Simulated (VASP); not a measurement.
Input of a VASP 6.6.1 run:

File INCAR:

```
PREC = Accurate
ENCUT = 520
EDIFF = 1E-6
ISMEAR = -1
SIGMA = 0.05
LREAL = False
LASPH = True
NELM = 80
ALGO = Normal
ISIF = 2
LWAVE = False
LCHARG = False
LMAXMIX = 4
LDIPOL = True
IDIPOL = 3
DIPOL = 0.5 0.5 0.500
GGA = PS
```

The input KPOINTS:

```
Automatic mesh
0
Gamma
  7 7 1
```

File POSCAR:

```
Nb
1.0
    2.8820459413      0.0000000000      0.0000000000
   -0.9606819804      2.7172189717      0.0000000000
    0.0000000000      0.0000000000     24.4127226284
Nb
5
Direct
    0.5000000000      0.5000000000      0.3072168604
    0.0000000000      0.0000000000      0.4036084302
    0.5000000000      0.5000000000      0.5000000000
    0.0000000000      0.0000000000      0.5963915698
    0.5000000000      0.5000000000      0.6927831396
```

Contents of KPOINTS_OPT:

```
path GXSRAZGYX1A1TY,ZT
15
line-mode
reciprocal
 0.0000000000  0.0000000000  0.0000000000  G
 0.3750000000  0.3750000000  0.0000000000  X

 0.3750000000  0.3750000000  0.0000000000  X
 0.0000000000  0.5000000000  0.0000000000  S

 0.0000000000  0.5000000000  0.0000000000  S
 0.0000000000  0.5000000000  0.5000000000  R

 0.0000000000  0.5000000000  0.5000000000  R
 0.3750000000  0.3750000000  0.5000000000  A

 0.3750000000  0.3750000000  0.5000000000  A
 0.0000000000  0.0000000000  0.5000000000  Z

 0.0000000000  0.0000000000  0.5000000000  Z
 0.0000000000  0.0000000000  0.0000000000  G

 0.0000000000  0.0000000000  0.0000000000  G
-0.5000000000  0.5000000000  0.0000000000  Y

-0.5000000000  0.5000000000  0.0000000000  Y
-0.3750000000  0.6250000000  0.0000000000  X1

-0.3750000000  0.6250000000  0.0000000000  X1
-0.3750000000  0.6250000000  0.5000000000  A1

-0.3750000000  0.6250000000  0.5000000000  A1
-0.5000000000  0.5000000000  0.5000000000  T

-0.5000000000  0.5000000000  0.5000000000  T
-0.5000000000  0.5000000000  0.0000000000  Y

 0.0000000000  0.0000000000  0.5000000000  Z
-0.5000000000  0.5000000000  0.5000000000  T
```

Potentials or basis: VASP PAW PBE potentials, release 64 (Nb_sv).

Run with:

```bash
$ cat potpaw_PBE.64/Nb_sv/POTCAR > POTCAR
$ mpirun -np 1 vasp_std > vasp.out
```

**Question.** What does it give for the largest force?

**Answer.** 0.847 eV/Å.

**Question.** Predict the band gap along the path.

**Answer.** None (metal or under the smearing width).

Levels at the corners of the path, in eV from the Fermi level:
```tsv
point	band 28	band 29	band 30	band 31	band 32	band 33	band 34	band 35
Γ	-0.81	-0.42	-0.29	-0.29	0.14	0.21	0.31	0.64
X	-1.42	-1.34	-1.32	-0.58	-0.25	0.37	1.06	1.21
X	-1.42	-1.34	-1.32	-0.58	-0.25	0.37	1.06	1.21
S	-1.42	-1.41	-1.36	-0.10	0.29	0.91	1.44	2.16
S	-1.42	-1.41	-1.36	-0.10	0.29	0.91	1.44	2.16
R	-1.42	-1.41	-1.36	-0.10	0.29	0.91	1.44	2.16
R	-1.42	-1.41	-1.36	-0.10	0.29	0.91	1.44	2.16
A	-1.42	-1.34	-1.32	-0.58	-0.25	0.37	1.06	1.21
A	-1.42	-1.34	-1.32	-0.58	-0.25	0.37	1.06	1.21
Z	-0.81	-0.42	-0.29	-0.29	0.14	0.21	0.31	0.64
Z	-0.81	-0.42	-0.29	-0.29	0.14	0.21	0.31	0.64
Γ	-0.81	-0.42	-0.29	-0.29	0.14	0.21	0.31	0.64
Γ	-0.81	-0.42	-0.29	-0.29	0.14	0.21	0.31	0.64
Y	-1.57	-1.30	-0.47	-0.07	0.90	1.75	1.78	1.86
Y	-1.57	-1.30	-0.47	-0.07	0.90	1.75	1.78	1.86
X1	-1.42	-1.34	-1.32	-0.58	-0.25	0.37	1.06	1.21
X1	-1.42	-1.34	-1.32	-0.58	-0.25	0.37	1.06	1.21
A1	-1.42	-1.34	-1.32	-0.58	-0.25	0.37	1.06	1.21
A1	-1.42	-1.34	-1.32	-0.58	-0.25	0.37	1.06	1.21
T	-1.57	-1.30	-0.47	-0.07	0.90	1.75	1.78	1.86
T	-1.57	-1.30	-0.47	-0.07	0.90	1.75	1.78	1.86
Y	-1.57	-1.30	-0.47	-0.07	0.90	1.75	1.78	1.86
Z	-0.81	-0.42	-0.29	-0.29	0.14	0.21	0.31	0.64
T	-1.57	-1.30	-0.47	-0.07	0.90	1.75	1.78	1.86
```

Caveat: the PAW data sets were made with another functional, which shifts forces and pressure a little.
